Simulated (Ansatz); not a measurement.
Set up this calculation in Ansatz 0.2.0, as the native input.

```yaml
Task: relaxation of cell and atoms
Functional: PBEsol
Potentials_or_basis: Ansatz PAW
Cutoff: "420 eV (not typed: the program's choice for these potentials)"
k_mesh: 8 × 8 × 8
Occupations: fermi-dirac, width 0.05 eV
Spin: no spin polarisation
```

Crystal: CdSe.

```
Cd Se
1.0
     0.00000    3.07027    3.07027
     3.07027    0.00000    3.07027
     3.07027    3.07027    0.00000
Cd Se
1 1
Cartesian
  0.0000 0.0000 0.0000
  1.5351 1.5351 1.5351
```

Measurements of this composition are mostly on another form, of space group No. 186.

The input as run:

input.yaml

```yaml
crystal:
  lattice:
    - [0.0, 3.0702711986, 3.0702711986]
    - [3.0702711986, 0.0, 3.0702711986]
    - [3.0702711986, 3.0702711986, 0.0]
  atoms:
    - { symbol: Cd, position: [0.0, 0.0, 0.0] }
    - { symbol: Se, position: [0.25, 0.25, 0.25] }
hamiltonian:
  xc: pbesol
  pseudopotentials: { kind: paw }
kpoints:
  mp_grid: { grid: [8, 8, 8] }
scf:
  occupations: { method: fermi_dirac, width: 0.05 }
output:
  forces: true
  stress: true
relax:
  f_tol: 0.01
  max_steps: 40
  cell: { stress_tol: 0.05 }
```

Potentials or basis: Ansatz PAW.

Launch:

```bash
$ ansatz run input.yaml --threads 2 --pin off --max-ram 5632MiB --backend cpu --events-out ev --progress --plain --runs-dir out
```

It gave:

* Relaxed volume: 28.13 Å³/atom
* Relaxed cell: a = 4.301 Å, b = 4.301 Å, c = 4.301 Å, α = 60.00°, β = 60.00°, γ = 60.00°
* Space group after relaxing (to 0.05 Å): F-43m (No. 216)
* Energy gained by relaxing: 3.7 meV/atom
* Ionic steps: 4
* Pressure after relaxing: 0.0 GPa
* Band gap on the k mesh: 0.48 eV

Caveat: the plane-wave basis is chosen anew once the cell has moved, so the energies of steps on either side of that aren't comparable; the PAW data sets come from PBE, with cores solved anew for the run's functional, which leaves a small shift of forces and pressure.

It took 20 s on 2 threads of Intel(R) Xeon(R) Processor @ 2.50GHz (Skylake/Cascade Lake) (shared host), peak memory 0.38 GiB.
